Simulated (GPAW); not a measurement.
# Ni (Im-3m) in GPAW: a series of runs

One crystal, Ni, is run at these levels: r2SCAN+U; tasks: single point.

Everything below comes from runs of GPAW 26.7.0. Logs are shortened: lines on timing, memory, paths and dates and some standing lists are left out, and cuts for length are marked. The log counts tension as positive stress, the text compression.

### Step 1. The structure

The structure is cubic, space group Im-3m (No. 229). Conventional cell: a = 2.767 Å, b = 2.767 Å, c = 2.767 Å, α = 90.00°, β = 90.00°, γ = 90.00°. Around Ni (site symmetry m-3m) lie 8 Ni at 2.40 Å.

This isn't the form of Ni at room conditions, which is fcc.

### Step 2. Single point, r2SCAN+U, collinear spin, ferromagnetic start

run.py

```python
from ase.dft.bandgap import bandgap
from ase.io import read, write
from ase.units import GPa
from gpaw import GPAW, PW

atoms = read('POSCAR')
atoms.set_initial_magnetic_moments([1.0])

calc = GPAW(mode=PW(600),
            xc='MGGA_X_R2SCAN+MGGA_C_R2SCAN',
            kpts={'size': (13, 13, 13), 'gamma': True},
            occupations={'name': 'fermi-dirac', 'width': 0.05},
            setups={'Ni': ':d,5.0'},
            nbands=17,
            convergence={'density': 1e-05, 'energy': 1e-05},
            maxiter=150,
            txt='gpaw.txt')
atoms.calc = calc
energy = atoms.get_potential_energy()
forces = atoms.get_forces()
stress = atoms.get_stress()
calc.write('gs.gpw')
write('result.traj', atoms)
print(f'Energy: {energy:.6f} eV')
print('Forces (eV/A):')
print(forces.round(4))
print('Stress (GPa):', (stress / GPa).round(3))
print('Moments:', calc.get_magnetic_moments().round(3))
print('Fermi level:', round(calc.get_fermi_level(), 4), 'eV')
print(f'Gap: {bandgap(calc)[0]:.4f} eV, direct: {bandgap(calc, direct=True)[0]:.4f} eV')
```

POSCAR

```
Ni
1.0
   -1.3837154700      1.3837154700      1.3837154700
    1.3837154700     -1.3837154700      1.3837154700
    1.3837154700      1.3837154700     -1.3837154700
Ni
1
Direct
    0.0000000000      0.0000000000      0.0000000000
```

Potentials or basis: GPAW PAW data sets (gpaw-data 1.2.1), pw.

The run is started by

```bash
$ OMP_NUM_THREADS=1 python run.py
```

gpaw.txt:

```text
__  _  _
 | _ |_)|_||  |
 |__||  | ||/\| - 26.7.0

Input parameters:
  mode=PW(ecut=600.0),
  convergence={'density': 1e-05, 'energy': 1e-05},
  kpts=MonkhorstPack(size=(13, 13, 13), gamma=True),
  maxiter=150,
  nbands=17,
  occupations=Occupations(name='fermi-dirac', width=0.05),
  setups={'Ni': ':d,5.0'},
  xc=XC(name='MGGA_X_R2SCAN+MGGA_C_R2SCAN')

Diagonalizing LCAO Hamiltonian
Converting LCAO to pw mode

       Ni

Atoms  # Å, Bohr magnetons
|   | symbol |        x |        y |        z |    initial magnetic moments |
|---|--------|----------|----------|----------|-----------------------------|
| 0 |     Ni | 0.000000 | 0.000000 | 0.000000 | ( 0.0000,  0.0000,  1.0000) |

Unit cell  # Å
| periodic |         x |         y |         z |  lengths |     angles |
|----------|-----------|-----------|-----------|----------|------------|
|      yes | -1.383715 |  1.383715 |  1.383715 | 2.396665 | 109.471221 |
|      yes |  1.383715 | -1.383715 |  1.383715 | 2.396665 | 109.471221 |
|      yes |  1.383715 |  1.383715 | -1.383715 | 2.396665 | 109.471221 |

Number of symmetries: 48
Symmetry operations  # r_c * U_cc + t_c -> r_c
|    | kind |            matrix            |
|----|------|------------------------------|
|  0 |  σ   |  1, 1, 1,  0, 0,-1,  0,-1, 0 |
|  1 |  C4  |  1, 1, 1,  0, 0,-1, -1, 0, 0 |
|  2 |  C2  |  1, 1, 1,  0,-1, 0,  0, 0,-1 |
|  3 |  S6  |  1, 1, 1,  0,-1, 0, -1, 0, 0 |
|  4 |  S6  |  1, 1, 1, -1, 0, 0,  0, 0,-1 |
|  5 |  C4  |  1, 1, 1, -1, 0, 0,  0,-1, 0 |
|  6 |  E   |  1, 0, 0,  0, 1, 0,  0, 0, 1 |
|  7 |  σ   |  1, 0, 0,  0, 1, 0, -1,-1,-1 |
|  8 |  σ   |  1, 0, 0,  0, 0, 1,  0, 1, 0 |
|  9 |  C3  |  1, 0, 0,  0, 0, 1, -1,-1,-1 |
| 10 |  C3  |  1, 0, 0, -1,-1,-1,  0, 1, 0 |
| 11 |  σ   |  1, 0, 0, -1,-1,-1,  0, 0, 1 |
| 12 |  σ   |  0, 1, 0,  1, 0, 0,  0, 0, 1 |
| 13 |  C2  |  0, 1, 0,  1, 0, 0, -1,-1,-1 |
| 14 |  C3  |  0, 1, 0,  0, 0, 1,  1, 0, 0 |
| 15 |  S4  |  0, 1, 0,  0, 0, 1, -1,-1,-1 |
| 16 |  S4  |  0, 1, 0, -1,-1,-1,  1, 0, 0 |
| 17 |  C3  |  0, 1, 0, -1,-1,-1,  0, 0, 1 |
| 18 |  C3  |  0, 0, 1,  1, 0, 0,  0, 1, 0 |
| 19 |  S4  |  0, 0, 1,  1, 0, 0, -1,-1,-1 |
| 20 |  σ   |  0, 0, 1,  0, 1, 0,  1, 0, 0 |
| 21 |  C3  |  0, 0, 1,  0, 1, 0, -1,-1,-1 |
| 22 |  C2  |  0, 0, 1, -1,-1,-1,  1, 0, 0 |
| 23 |  S4  |  0, 0, 1, -1,-1,-1,  0, 1, 0 |
| 24 |  C4  |  0, 0,-1,  1, 1, 1,  0,-1, 0 |
| 25 |  σ   |  0, 0,-1,  1, 1, 1, -1, 0, 0 |
| 26 |  S6  |  0, 0,-1,  0,-1, 0,  1, 1, 1 |
| 27 |  C2  |  0, 0,-1,  0,-1, 0, -1, 0, 0 |
| 28 |  C4  |  0, 0,-1, -1, 0, 0,  1, 1, 1 |
| 29 |  S6  |  0, 0,-1, -1, 0, 0,  0,-1, 0 |
| 30 |  S6  |  0,-1, 0,  1, 1, 1,  0, 0,-1 |
| 31 |  C4  |  0,-1, 0,  1, 1, 1, -1, 0, 0 |
| 32 |  C4  |  0,-1, 0,  0, 0,-1,  1, 1, 1 |
| 33 |  S6  |  0,-1, 0,  0, 0,-1, -1, 0, 0 |
| 34 |  σ   |  0,-1, 0, -1, 0, 0,  1, 1, 1 |
| 35 |  C2  |  0,-1, 0, -1, 0, 0,  0, 0,-1 |
| 36 |  C2  | -1, 0, 0,  1, 1, 1,  0, 0,-1 |
| 37 |  S6  | -1, 0, 0,  1, 1, 1,  0,-1, 0 |
| 38 |  S6  | -1, 0, 0,  0, 0,-1,  1, 1, 1 |
| 39 |  C2  | -1, 0, 0,  0, 0,-1,  0,-1, 0 |
| 40 |  C2  | -1, 0, 0,  0,-1, 0,  1, 1, 1 |
[... 85 lines left out ...]
eigensolver:
  PPCG
  Converge bands: occupied
  niter=2

density mixing:
  MSR1-Mixer
  Pratt-step length: 0.05
  Maximum mixing coefficient: 0.75
  Old densities: 10
  SVD Regularization: 0.005
  Good broyden scale: 1.0
  Trust region scale: 1.0
  Backstep threshold: 4.0
  History deletion threshold: 6.0
  Fourier metric: weight=20.0, sigma=0.015

occupation numbers:
  Fermi-Dirac:
    width: 0.0500  # eV

poisson solver:
  ecut: 4800.0  # eV

xc functional:
  name: MGGA_X_R2SCAN+MGGA_C_R2SCAN with 2 nearest neighbor stencil

convergence criteria:
- Maximum integral of absolute [dens]ity change: 1e-05 electrons / valence electron
- Maximum [total energy] change in last 3 cyles: 1e-05 eV / valence electron
- Maximum integral of absolute [eigenst]ate change: 4e-08 eV^2 / valence electron
maximum number of iterations: 150

SCF iterations
|iter     | |      energy | eigst |  dens |  magmom |
|---------|-|-------------|-------|-------|---------|
|iter:   1| |  -10.848410 | -0.09 |       |  +1.0009|
|iter:   2| |   -9.677262 | -1.82 | -1.29 |  +0.9895|
|iter:   3| |-5201.693730 | +2.16 | -1.23 | -20.1268|
|iter:   4| |   -8.549518 | +2.00 | +0.70 |  +0.7458|
|iter:   5| |   -9.840171 | -1.23 | -1.72 |  +0.7617|
|iter:   6| |   -9.824045 | -3.28 | -1.72 |  +0.7797|
|iter:   7| |   -9.919825 | -3.57 | -2.04 |  +0.7012|
|iter:   8| |   -9.962754 | -3.70 | -2.29 |  +0.6595|
|iter:   9| |   -9.978958 | -4.01 | -1.98 |  +0.6491|
|iter:  10| |   -9.999696 | -3.17 | -1.76 |  +0.7070|
|iter:  11| |   -9.965550 | -3.66 | -1.83 |  +0.6836|
|iter:  12| |   -9.961116 | -3.65 | -2.15 |  +0.7099|
|iter:  13| |   -9.976946 | -4.12 | -2.27 |  +0.8149|
|iter:  14| |   -9.970525 | -4.58 | -2.10 |  +0.8098|
|iter:  15| |   -9.970806 | -5.07 | -3.01 |  +0.8101|
|iter:  16| |   -9.970796 | -6.25 | -3.22 |  +0.8139|
|iter:  17| |   -9.970769c| -6.33 | -3.34 |  +0.8193|
|iter:  18| |   -9.970758c| -7.22 | -3.86 |  +0.8232|
|iter:  19| |   -9.970746c| -7.54c| -4.28 |  +0.8258|
|iter:  20| |   -9.970745c| -7.84c| -4.51 |  +0.8261|
|iter:  21| |   -9.970741c| -8.28c| -4.89 |  +0.8269|
|iter:  22| |   -9.970739c| -8.80c| -4.99 |  +0.8273|
|iter:  23| |   -9.970738c| -7.83c| -5.73c|  +0.8275|

Converged in 23 steps
Energy contributions relative to reference atoms: (reference = -41367.998447)

Energy contributions:
  Kinetic:          27.789758
  Coulomb:         -22.475379
  Zero:              0.027930
  External:          0.000000
  Xc:              -15.308674
  Entropy:          -0.008746
  Spinorbit:         0.000000
  ----------------------------
  Free energy:      -9.975111
  Extrapolated:     -9.970738

dipole moment: (-2.774103, -2.774103, -2.774103)  # |e|*Ang

Total magnetic moment: (0.000000, 0.000000, 0.827472)

Local magnetic moments
|        x |        y |        z |
|----------|----------|----------|
| 0.000000 | 0.000000 | 0.922859 |  # Ni   0

Fermi level: 8.435
Eigenvalues  # (at kpt = [0.000, 0.000, 0.000])
| band index |      eig [eV] | occ [0-1] |      eig [eV] | occ [0-1] |
|------------|---------------|-----------|---------------|-----------|
|          0 |       -56.889 |     1.000 |       -55.278 |     1.000 |
|          1 |       -56.889 |     1.000 |       -55.278 |     1.000 |
|          2 |       -56.889 |     1.000 |       -55.278 |     1.000 |
|          3 |        -0.760 |     1.000 |        -1.185 |     1.000 |
|          4 |         3.936 |     1.000 |         6.515 |     1.000 |
|          5 |         3.936 |     1.000 |         6.515 |     1.000 |
[... 9 lines left out ...]
|         15 |        41.397 |     0.000 |        42.745 |     0.000 |
|         16 |        41.397 |     0.000 |        42.760 |     0.000 |

No gap
No difference between direct/indirect transitions

Forces  # eV/Ang
|        x |       y |       z |
|----------|---------|---------|
| -0.00000 | 0.00000 | 0.00000 |  # Ni   0

Stress tensor  # eV/Ang^3
|         x |         y |         z |
|-----------|-----------|-----------|
| -0.031931 | -0.000000 | -0.000000 |
| -0.000000 | -0.031931 |  0.000000 |
| -0.000000 |  0.000000 | -0.031931 |

# Writing to gs.gpw (mode='')
```

stdout:

```text
Energy: -9.970738 eV
Forces (eV/A):
[[-0.  0.  0.]]
Stress (GPa): [-5.116 -5.116 -5.116  0.    -0.    -0.   ]
Moments: [0.923]
Fermi level: 8.4349 eV
Gap: 0.0000 eV, direct: 0.0000 eV
```

It took 2.4 min on 1 thread of Arm Neoverse V1, shared host; peak memory 0.22 GiB.

Results:

```
Free energy            : -9.9751 eV
Pressure               : 5.1 GPa
Band gap on the k mesh : none (metal or under the smearing width)
Net moment             : 0.83 μB per cell
Site moments           : Ni +0.92 μB
```

Levels at points of the mesh, in eV from the Fermi level:
Spin up:
```csv
k point,band 6,band 7,band 8,band 9,band 10,band 11
"(0.00, 0.00, 0.00)",-4.50,-4.50,-2.65,-2.65,28.15,28.15
```
Spin down:
```
           k point  band 5  band 6  band 7  band 8  band 9  band 10  band 11  band 12
(0.00, 0.00, 0.00)   -1.92   -1.92   -1.04   -1.04   -1.04    27.76    27.76    27.76
```

Caveat: the stock nickel data set gives pressures a few GPa off other programs; the PAW data sets were made with another functional, which shifts forces and pressure a little; the U is typed as a test and isn't derived for this compound.

### Step 3. Single point, r2SCAN+U, collinear spin, ferromagnetic start

Edit run.py of step 2 so:

```diff
@@ -12,3 +12,3 @@
             occupations={'name': 'fermi-dirac', 'width': 0.05},
-            setups={'Ni': ':d,5.0'},
+            setups={'Ni': ':d,6.0'},
             nbands=17,
```

POSCAR is that of step 2.

Potentials or basis: GPAW PAW data sets (gpaw-data 1.2.1), pw.

The run is started by

```bash
$ OMP_NUM_THREADS=1 python run.py
```

Run time: 1.9 min. Hardware: 1 thread of Arm Neoverse V1, shared host; peak memory 0.22 GiB.

The run converged. Its results:

| Quantity | Value |
| --- | --- |
| Free energy | -9.4983 eV |
| Pressure | 7.6 GPa |
| Band gap on the k mesh | none (metal or under the smearing width) |
| Net moment | 0.91 μB per cell |
| Site moments | Ni +1.01 μB |

Levels at points of the mesh, in eV from the Fermi level:
Spin up:
```tsv
k point	band 5	band 6	band 7	band 8	band 9	band 10	band 11	band 12
(0.00, 0.00, 0.00)	-5.11	-5.11	-5.11	-3.23	-3.23	28.10	28.10	28.10
```
Spin down:
| k point | band 5 | band 6 | band 7 | band 8 | band 9 | band 10 | band 11 | band 12 |
| --- | --- | --- | --- | --- | --- | --- | --- | --- |
| (0.00, 0.00, 0.00) | -2.45 | -2.45 | -0.92 | -0.92 | -0.92 | 27.68 | 27.68 | 27.68 |

Caveat: the stock nickel data set gives pressures a few GPa off other programs; the PAW data sets were made with another functional, which shifts forces and pressure a little; the U is typed as a test and isn't derived for this compound.

### Step 4. Single point, r2SCAN+U, collinear spin, ferromagnetic start

Edit run.py of step 3 so:

```diff
@@ -12,3 +12,3 @@
             occupations={'name': 'fermi-dirac', 'width': 0.05},
-            setups={'Ni': ':d,6.0'},
+            setups={'Ni': ':d,8.0'},
             nbands=17,
```

POSCAR is that of step 3.

The run is started by

```bash
$ OMP_NUM_THREADS=1 python run.py
```

Run time: 1.9 min. Hardware: 1 thread of Arm Neoverse V1, shared host; peak memory 0.21 GiB.

Results (log left out):

- Free energy: -8.5919 eV
- Pressure: 8.1 GPa
- Band gap on the k mesh: none (metal or under the smearing width)
- Net moment: 0.92 μB per cell
- Site moments: Ni +1.05 μB

Levels at points of the mesh, in eV from the Fermi level:
Spin up:
| k point | band 5 | band 6 | band 7 | band 8 | band 9 | band 10 | band 11 | band 12 |
| --- | --- | --- | --- | --- | --- | --- | --- | --- |
| (0.00, 0.00, 0.00) | -6.05 | -6.05 | -6.05 | -4.13 | -4.13 | 28.05 | 28.05 | 28.05 |
Spin down:
```
           k point  band 6  band 7  band 8  band 9  band 10  band 11
(0.00, 0.00, 0.00)   -3.36   -0.84   -0.84   -0.84    27.55    27.55
```

Caveat: the stock nickel data set gives pressures a few GPa off other programs; the PAW data sets were made with another functional, which shifts forces and pressure a little; the U is typed as a test and isn't derived for this compound.

### Step 5. For comparison

An earlier run on the cell as given: functional PBEsol; potentials or basis PAW data sets generated in the run's folder for this functional; cutoff 600 eV; basis pw; k mesh 13 × 13 × 13; occupations fermi-dirac, width 0.05 eV; collinear spin, ferromagnetic start; starting moments [1.0] μB.

- Pressure: 0.5 GPa
- Band gap on the k mesh: none (metal or under the smearing width)
- Net moment: 0.58 μB per cell
- Site moments: Ni +0.61 μB

### Step 6. Overview

```tsv
level	potentials or basis	U	gap on the mesh (eV)	pressure (GPa)	moment (μB)
r2SCAN+U	GPAW PAW data sets (gpaw-data 1.2.1), pw	Ni d U = 5 eV	none	5.1	0.83
r2SCAN+U	GPAW PAW data sets (gpaw-data 1.2.1), pw	Ni d U = 6 eV	none	7.6	0.91
r2SCAN+U	GPAW PAW data sets (gpaw-data 1.2.1), pw	Ni d U = 8 eV	none	8.1	0.92
PBEsol	PAW data sets generated in the run's folder for this functional, pw	-	none	0.5	0.58
```

Alike in all rows: task single point; spin collinear, ferromagnetic start; cell as given; k mesh 13 × 13 × 13; cutoff (eV) 600; smearing fermi-dirac 0.05 eV.

Caveats: the stock nickel data set gives pressures a few GPa off other programs; the PAW data sets were made with another functional, which shifts forces and pressure a little (some runs); the U is typed as a test and isn't derived for this compound (some runs).

Absolute energies hang on the potentials; compare differences alone.
